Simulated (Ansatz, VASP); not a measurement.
# Cross-check of BAs between VASP and Ansatz, part 2 of 2

Aim: how closely do two programs agree when they are given the same cell, functional and k mesh? The cell is taken from a series of runs on this material, whose earlier steps may have relaxed, scaled, displaced or heated it; both programs get it as it stands.

VASP 6.6.1 and Ansatz 0.2.0.

So far: The starting structure; VASP: zone-centre phonons, LDA.

### Step 3. Ansatz: zone-centre phonons, LDA

Level of this step: Ansatz beside VASP: Kohn-Sham DFT, plane waves, LDA (Ansatz).

Ansatz runs on its PAW soft_1 files.

The same cell, functional (in two slightly different forms) and mesh now go to Ansatz, which takes its cutoff from its data sets.

Input file input.yaml:

```yaml
crystal:
  lattice:
    - [0.0, 2.3526282578, 2.4368058845]
    - [2.3526282578, 0.0, 2.4368058845]
    - [2.3526282578, 2.3526282578, 0.0]
  atoms:
    - { symbol: B, position: [0.0, 0.0, 0.0] }
    - { symbol: As, position: [0.75, 0.75, 0.75] }
kpoints:
  mp_grid: { grid: [12, 12, 12] }
hamiltonian:
  xc: lda
  pseudopotentials: { kind: paw, azcp: { folder: soft_1 }, xc_functional: pbe }
scf:
  occupations: { method: fixed }
output:
  eigenvalues: true
phonons:
  method: dfpt
  dielectric: true
  rigid_motions: translations
```

Command:

```console
$ ansatz run input.yaml --threads 4 --pin off --max-ram 10240MiB --backend cpu --events-out ev --progress --plain --runs-dir out
```

Numbers of over 12 decimals in the logs are rounded to 6 here.

The program printed:

```text
Engine: ansatz 0.2.0, aarch64-unknown-linux-gnu
Pseudopotentials: kind: paw
Pseudopotential: B, paw, valence charge 3, recommended cutoff 420 eV (normal), soft_1/B.paw.azcp
Pseudopotential: As, paw, valence charge 15, recommended cutoff 420 eV (normal), soft_1/As.paw.azcp
Functional definition: SPW92
  exchange = slater_x
  correlation = pw_c
Crystal: 2 atoms, lattice volume = 26.975 Å³
Basis set: ecut = 420 eV, 533 PW (Γ), exchange–correlation on 48×48×48 points (8 copies of the dense FFT grid, shifted against one another)
Bands: 13, of which v1, the nominal top of the filled ones, is band 9 counted from 1 (8 counted from 0)
Symmetry: 8 space group operations
k-points: 868 of 1728 (irreducible under 1 space group operation, time reversal used)
Non-local potential: B, projectors of the file, l = 0: 2, l = 1: 2, l = 2: 1
Non-local potential: As, projectors of the file, l = 0: 2, l = 1: 2, l = 2: 3, l = 3: 1
PAW form: soft (Blöchl's): semilocal exchange-correlation on the pseudo side does not see the compensation charge
PAW frozen core: B, regenerated for the run's functional, and the local potential with it (the file was generated under x = pbe(κ = 0.804, μ = 0.219515), c = pbe(β = 0.066725))
PAW frozen core: As, regenerated for the run's functional, and the local potential with it (the file was generated under x = pbe(κ = 0.804, μ = 0.219515), c = pbe(β = 0.066725))
PAW one-centre angular grid: B, 110 points (default); XC on 64 Gauss nodes
PAW one-centre angular grid: As, 590 points (default); XC on 64 Gauss nodes
Initial density: superposition of atomic densities (chi_scale 0.1, normalization cell, long waves kept (reshape's long-wave potential 0.00 eV rms))
Initial wavefunctions: pseudopotential atomic-orbital guess
Functional: x = slater, c = lda
SCF iter   1: F=—  HF=-4924.184395 eV  |F-HF|=—  |Δ(HF+E_count)|=         —  Δρ=7.62e-2  dr2=2.02e0  ethr=3.10e-3  ⟨swp⟩=4.3  Hψ=57399  notcnv=0  defer=1104
preconditioner: auto → none  [insulator: Δε(μ)=1.528 eV  Ē_g=12.503 eV  n_scr=8 (ndim 8)  ℏωp=20.2 eV  f_vac=0.000  ε∞_Penn≈3.6]
SCF iter   2: F=—  HF=-4923.563355 eV  |F-HF|=—  |Δ(HF+E_count)|=   6.21e-1  Δρ=2.49e-2  dr2=1.49e-1  ethr=3.10e-3  ⟨swp⟩=2.4  Hψ=24251  notcnv=0  defer=1223
SCF iter   3: F=—  HF=-4923.520934 eV  |F-HF|=—  |Δ(HF+E_count)|=   4.24e-2  Δρ=1.01e-2  dr2=1.88e-2  ethr=8.28e-4  ⟨swp⟩=2.1  Hψ=16084  notcnv=0  defer=1680
SCF iter   4: F=—  HF=-4923.517433 eV  |F-HF|=—  |Δ(HF+E_count)|=   3.50e-3  Δρ=4.29e-3  dr2=3.86e-3  ethr=1.04e-4  ⟨swp⟩=2.5  Hψ=20093  notcnv=0  defer=1722
SCF iter   5: F=—  HF=-4923.516179 eV  |F-HF|=—  |Δ(HF+E_count)|=   1.25e-3  Δρ=1.04e-3  dr2=1.93e-4  ethr=2.15e-5  ⟨swp⟩=3.1  Hψ=20644  notcnv=0  defer=1734
SCF iter   6: F=—  HF=-4923.516145 eV  |F-HF|=—  |Δ(HF+E_count)|=   3.38e-5  Δρ=1.25e-4  dr2=2.30e-6  ethr=1.07e-6  ⟨swp⟩=2.9  Hψ=20827  notcnv=0  defer=1727
SCF iter   7: F=—  HF=-4923.516145 eV  |F-HF|=—  |Δ(HF+E_count)|=   3.52e-7  Δρ=7.05e-6  dr2=7.72e-9  ethr=1.28e-8  ⟨swp⟩=2.0  Hψ=14763  notcnv=0
SCF iter   8: F=-4923.516145 eV  HF=-4923.516145 eV  |F-HF|=3.00e-11  |Δ(HF+E_count)|=   1.34e-9  Δρ=3.52e-7  dr2=1.46e-11  ethr=1.00e-12  ⟨swp⟩=6.9  Hψ=77717  notcnv=0
SCF 1 converged in 8 iterations: F = -4923.516145 eV  dr2 = 1.46e-11
  greatest PAW one-centre occupation: 0.999 electrons in one spin orbital (limit 2), on the As atom at site 1 (counted from 0), in its partial waves of l = 2
NSCF: frozen V_eff on 3 k-points
DFPT response loops at Γ: preconditioner auto → none (the input reference at scf.mixing.eps_inf says where Resta's filter doesn't serve); β = 0.50; Broyden in place of MSR1
── the response to a field inside a basis, on 12×12×12 k-points: an SCF that follows is theirs, and a resumed run solves both again ──
Bands: 10, of which v1, the nominal top of the filled ones, is band 9 counted from 1 (8 counted from 0)
k-points: 468 of 1728 (irreducible under 2 space group operations, time reversal used)
Initial density: handed on by an earlier stage of this run
Initial wavefunctions: pseudopotential atomic-orbital guess (no wavefunctions were taken with the density)
Eigensolver: Dense (468 Hₖ)
SCF iter   1: F=—  HF=-4923.516065 eV  |F-HF|=—  |Δ(HF+E_count)|=         —  Δρ=1.42e-4  dr2=1.30e-6  ethr=1.00e-1
preconditioner: auto → none  [insulator: Δε(μ)=1.013 eV  Ē_g=9.675 eV  n_scr=8 (ndim 8)  ℏωp=20.2 eV  f_vac=0.000  ε∞_Penn≈5.4]
SCF iter   2: F=—  HF=-4923.516065 eV  |F-HF|=—  |Δ(HF+E_count)|=   1.32e-8  Δρ=7.62e-5  dr2=4.28e-7  ethr=7.22e-9
SCF iter   3: F=-4923.516065 eV  HF=-4923.516065 eV  |F-HF|=4.62e-8  |Δ(HF+E_count)|=   1.53e-7  Δρ=1.53e-5  dr2=3.65e-8  ethr=2.38e-9
SCF 1 converged in 3 iterations: F = -4923.516065 eV  dr2 = 3.65e-8
DFPT response loops at Γ: mixed as the last ones told, above
SCF converged after 8 iterations
Free energy (F): -4923.516145 eV
Harris-Foulkes:  -4923.516145 eV  (|F-HF|=3.00e-11)
Internal energy: -4923.516145 eV  (E = F + TS)
E sigma→0 (E₀):  -4923.516145 eV
Fermi energy:    10.692147 eV
--- Per-component energies (eV) ---
  E_band       = -221.635545
  E_kinetic    = 147.739267
  E_local      = -1952.569781  (includes V_loc(G=0)·N_el)
  E_nonlocal   = -380.033480
  E_hartree    = 1099.481291
  E_xc         = -103.159507
  E_vxc        = -112.957649  (∫ρ·V_xc dr)
  E_paw        = -2005.302890  (= ΣΔE_a)
  E_vpaw       = -122.776341  (= ΣTr[D̂ρ^β])
  E_aug_tail   = -0.000002  (compensation charges beyond the density's cutoff)
  E_ewald      = -1731.792107
  E_core_change = 2.121063  (= ΣΔE_core)
  E_smearing   = -0.000000  (= −TS)
  E_closure    = -0.000000  (closes the sum)
  Σ components = -4923.516145   (vs F -4923.516145, Δ=0.00e0)
--- Band table (eV; the first three rows and the last of 868) ---
  k-point 0: bands = [... 5 lower, -4.9082, 10.3357, 10.6921, 10.6921, 13.7722, 13.7722, 13.9958, 15.3323]
  k-point 1: bands = [... 5 lower, -4.7935, 9.5100, 10.2540, 10.4777, 13.9217, 14.0689, 14.2702, 15.9512]
  k-point 2: bands = [... 5 lower, -4.4530, 7.6084, 9.7477, 10.0306, 13.8355, 14.6981, 14.8067, 17.2535]
  k-point 867: bands = [... 5 lower, -2.0237, 1.7586, 8.5272, 8.9573, 13.2272, 15.2862, 15.4995, 19.3283]
--- Phonons (Γ-DFPT): 4 representative perturbations + reference, on 868 of 1728 k-points (Σ response iterations 12) ---
  k mesh reduced under 1 symmetry operation, with k and −k counted as one. Each operation leaves every solved perturbation unchanged. A smaller set is not considered because the run solves the response to a homogeneous field
  ASR residual: 2.764e-4 → 0.000e0 eV/Å²; symmetrization residual: 2.387e-6 eV/Å²
  ASR residual per site (eV/Å²): 1.28e-4 2.76e-4
  Γ frequencies (cm⁻¹): 0.00 0.00 0.00 684.24 686.66 686.66
  ε∞ (high-frequency dielectric tensor):
        9.554603    -0.000000     0.000000
       -0.000000     9.554603     0.000000
        0.000000     0.000000    10.181965
  ε⁰ (static dielectric tensor: ions relaxed, cell fixed):
        9.657208    -0.000000     0.000000
       -0.000000     9.657208     0.000000
        0.000000     0.000000    10.263762
  ε⁰ − ε∞ (ionic part):
        0.102604     0.000000    -0.000000
        0.000000     0.102604     0.000000
       -0.000000     0.000000     0.081797
  softest optical mode at Γ: 684.24 cm⁻¹; the repairs (sum rule, projections) moved no ω² at Γ by more than (1.89 cm⁻¹)²
  Born effective charges Z* (e; rows j = field, columns β = displacement):
    site 0:
        -0.50054   -0.00000   -0.00000
         0.00000   -0.50054   -0.00000
         0.00000   -0.00000   -0.44534
    site 1:
         0.50054    0.00000    0.00000
         0.00000    0.50054    0.00000
        -0.00000    0.00000    0.44534
  Z* charge neutrality: 4.769e-5 e pre-enforcement
  solved inside a basis spanned on kpoints, on 12×12×12 k-points, its susceptibility summed on 16×16×16: ε∞ is read to err by 2.8e-2, Z* by 1.5e-2 e (field_mesh: kpoints solves on kpoints); Z* is corrected for what the basis lacks
  optical modes at Γ without the LO–TO term, one row a degenerate level:
      ω (cm⁻¹)  modes    IR ((D/Å)²/amu)
        684.24      1             0.4843
        686.66      2             1.2237
  optical modes at Γ + LO–TO along q̂ = [1.0000, 0.0000, 0.0000]:
      ω (cm⁻¹)  modes    IR ((D/Å)²/amu)
        684.24      1             0.4843
        686.66      1             0.6119
        690.34      1             0.6119
  optical modes at Γ + LO–TO along q̂ = [0.0000, 1.0000, 0.0000]:
      ω (cm⁻¹)  modes    IR ((D/Å)²/amu)
        684.24      1             0.4843
        686.66      1             0.6119
        690.34      1             0.6119
  optical modes at Γ + LO–TO along q̂ = [0.0000, 0.0000, 1.0000]:
      ω (cm⁻¹)  modes    IR ((D/Å)²/amu)
        686.66      2             1.2237
        686.98      1             0.4843
```

The column dr2 measures how far the density is from self-consistency, as an energy; F and HF (Harris–Foulkes) agree once it is small.

### Step 4. Side by side

Known differences besides the potentials themselves: the two LDA forms differ slightly; fixed occupations in Ansatz, narrow Gaussian smearing in VASP; VASP's response is taken on the typed mesh, Ansatz refines its own for the field response alone; the data sets hold 18 valence electrons in Ansatz (on its PAW soft_1 files) and 8 in VASP; the cutoff is 420 eV in Ansatz and 500 eV in VASP; VASP's log shows a relativistic correction to its local exchange, Ansatz's none. Total energies have different zeros and are not compared.

The two programs side by side:

| quantity | Ansatz | VASP | difference |
| --- | --- | --- | --- |
| ε∞ xx | 9.55 | 9.55 | +0.06 % |
| ε∞ yy | 9.55 | 9.55 | +0.06 % |
| ε∞ zz | 10.18 | 10.17 | +0.12 % |
| Born charge of B1 (mean of the diagonal) (e) | -0.48 | -0.52 | +0.04 |
| Born charge of As2 (mean of the diagonal) (e) | 0.48 | 0.52 | -0.04 |
| optical mode 1 (cm⁻¹) | 684.2 | 689.5 | -0.77 % |
| optical mode 2 to 3 (cm⁻¹) | 686.7 | 691.4 | -0.69 % |

Modes are paired by rising frequency, not by their patterns, so a pair may set unlike modes beside each other; they are those without the splitting of longitudinal modes.

### Step 5. What came out

```
r.m.s. difference of the optical zone-centre modes, each program's sorted by frequency (zone-centre phonons, LDA) : 5.0 cm⁻¹
difference in optical mode 1 (zone-centre phonons, LDA)                                                           : -0.8 %
```

In words: The r.m.s. difference of the optical zone-centre modes, each program's sorted by frequency is 5.0 cm⁻¹ (zone-centre phonons, LDA). The data sets hold unlike numbers of valence electrons (18 in Ansatz and 8 in VASP), so part of the differences comes from the potentials. Among the rows given in per cent, the largest difference of the zone-centre phonons, LDA pair is in optical mode 1, -0.8 %. How closely two codes agree says nothing of how well the functional describes the real material.

[Lines on the potential files, build, host, timing and source positions are cut from VASP's logs without a mark.]

[Logs are printed without paths, hosts, clocks, repeated set-up lines and the standing remarks that a program may print on its own settings, such as how far it seeks lower states.]

[Hosts, paths, dates, database ids (printed as entryN), source tags and the programs' standing remarks are cut or masked in the printed files.]
